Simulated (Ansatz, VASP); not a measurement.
**One calculation of SnTe, two programs**

```xyz
2
Lattice="0.0000 3.0865 3.0865 3.0865 0.0000 3.0865 3.0865 3.0865 0.0000" Properties=species:S:1:pos:R:3 pbc="T T T"
Te    3.0865    3.0865    3.0865
Sn    0.0000    0.0000    0.0000
```

Alike in both runs: task single point; functional PBEsol; dispersion D3(BJ); k mesh 7 × 7 × 7; occupations fermi-dirac, width 0.05 eV; no spin polarisation.

```csv
,VASP,Ansatz
version,VASP 6.6.1,Ansatz 0.2.0
potentials or method,"VASP PAW PBE potentials, release 64 (Te, Sn_d)",Ansatz PAW
plane-wave cutoff (eV),520,420
valence electrons in the cell,20,30
```

|  | VASP | Ansatz | Ansatz less VASP |
| --- | --- | --- | --- |
| gap on the k mesh at the Fermi level (eV) | 0.62 | 0.63 | +0.007 |
| least direct gap on the mesh (eV) | 0.62 | 0.63 | +0.007 |
| pressure (GPa) | 0.6 | 0.6 | -0.02 |
| dispersion energy (meV/atom) | -413.5 | -413.6 | -0.13 |

The two sets of potentials don't hold the same shells in valence.

Caveats: the PAW data sets were made with another functional, which shifts forces and pressure a little (VASP); the PAW data sets come from PBE, with cores solved anew for the run's functional, which leaves a small shift of forces and pressure (Ansatz). The runs have no spin-orbit coupling, so splittings on Te are missing.
